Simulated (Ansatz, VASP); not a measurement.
## CuAu in VASP and in Ansatz

```
CELL_PARAMETERS angstrom
1.44306 0.83315 4.25617
-1.44306 0.83315 4.25617
0.00000 -1.66630 4.25617
ATOMIC_POSITIONS crystal
Cu 0.50000 0.50000 0.50000
Au 0.00000 0.00000 0.00000
```

The cell comes from a database or a generator and needn't be the stable form of this composition.

Alike in both runs: task relaxation of cell and atoms; functional PBEsol; k mesh 9 × 9 × 9; no spin polarisation.

|  | VASP | Ansatz |
| --- | --- | --- |
| version | VASP 6.6.1 | Ansatz 0.2.0 |
| potentials or method | VASP PAW PBE potentials, release 64 (Cu, Au) | plane waves, PAW |
| plane-wave cutoff (eV) | 600 | 510 |
| occupations | gaussian, width 0.1 eV | gaussian |
| valence electrons in the cell | 22 | 38 |

VASP gave:

| Quantity | Value |
| --- | --- |
| relaxed volume (Å³/atom) | 14.47 |
| relaxed cell length with the largest relative difference (Å) | 4.482 |
| energy change over the relaxation (meV/atom) | -23 |

**Question.** What did Ansatz give for the same quantities?

**Answer.** Relaxed volume (Å³/atom): 14.48; relaxed cell length with the largest relative difference (Å): 4.483; energy change over the relaxation (meV/atom): -24.

The two sets of potentials don't hold the same shells in valence.

Caveats: the PAW data sets were made with another functional, which shifts forces and pressure a little (VASP). Spin-orbit coupling is left out, which matters for the levels of Au.
